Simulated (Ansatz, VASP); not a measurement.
## Cs in VASP and in Ansatz

The input INCAR:

```
ALGO     = Normal         # electronic algorithm
EDIFF    = 1E-6           # SCF threshold, eV
ENCUT    = 520            # plane-wave cutoff, eV
GGA      = CA             # functional
ISIF     = 2              # what is computed and relaxed
ISMEAR   = -1             # smearing method
LASPH    = True           # aspherical terms in the spheres
LCHARG   = False          # write CHGCAR
LREAL    = False          # projectors in reciprocal space
LWAVE    = False          # write WAVECAR
NBANDS   = 10             # bands
NELM     = 100            # most SCF steps
PREC     = Accurate       # precision mode
SIGMA    = 0.05           # smearing width, eV
```

KPOINTS

```
k-points
0
Gamma
  9 9 9
```

The input POSCAR:

```
Cs
1.0
   -3.0829500000      3.0225000000      3.0225000000
    3.0225000000     -3.0829500000      3.0225000000
    3.0225000000      3.0225000000     -3.0829500000
Cs
1
Direct
    0.0000000000      0.0000000000      0.0000000000
```

Input for Ansatz:

```yaml
crystal:
  lattice:
    - [-3.08295, 3.0225, 3.0225]
    - [3.0225, -3.08295, 3.0225]
    - [3.0225, 3.0225, -3.08295]
  atoms:
    - { symbol: Cs, position: [0.0, 0.0, 0.0] }
kpoints:
  mp_grid: { grid: [9, 9, 9] }
  band_path:
    path:
      - [0.0, 0.0, 0.0]
      - [0.0, 0.0, 0.5]
      - [-0.5, 0.5, 0.5]
      - [-0.7548769728, 0.2451230272, 0.2451230272]
      - [0.2451230272, 0.2451230272, 0.2451230272]
      - [0.0, 0.0, 0.0]
      - [-0.5, 0.0, 0.5]
    npoints: 5
scf:
  occupations: { method: fermi_dirac, width: 0.05 }
hamiltonian:
  xc: lda
  pseudopotentials: { kind: all_electron, lapw: { basis_error: 0.001 } }
output:
  forces: true
  stress: true
  eigenvalues: true
```

Change from the starting cell: equal xy, yz and zx shear strains of -2 %.

Alike in both runs: task single point; functional LDA; k mesh 9 × 9 × 9; occupations fermi-dirac, width 0.05 eV; no spin polarisation.

|  | VASP | Ansatz |
| --- | --- | --- |
| version | VASP 6.6.1 | Ansatz 0.2.0 |
| potentials or method | VASP PAW LDA potentials, release 64 (Cs_sv) | all-electron LAPW, scalar-relativistic |
| plane-wave cutoff (eV) | 520 | see its input |

```tsv
	VASP	Ansatz	Ansatz less VASP
pressure (GPa)	-0.3	-0.3	+0.01
```

Ansatz ran all-electron here, so the differences hold the error of VASP's frozen core and of both bases.

The runs have no spin-orbit coupling, so splittings on Cs are missing.
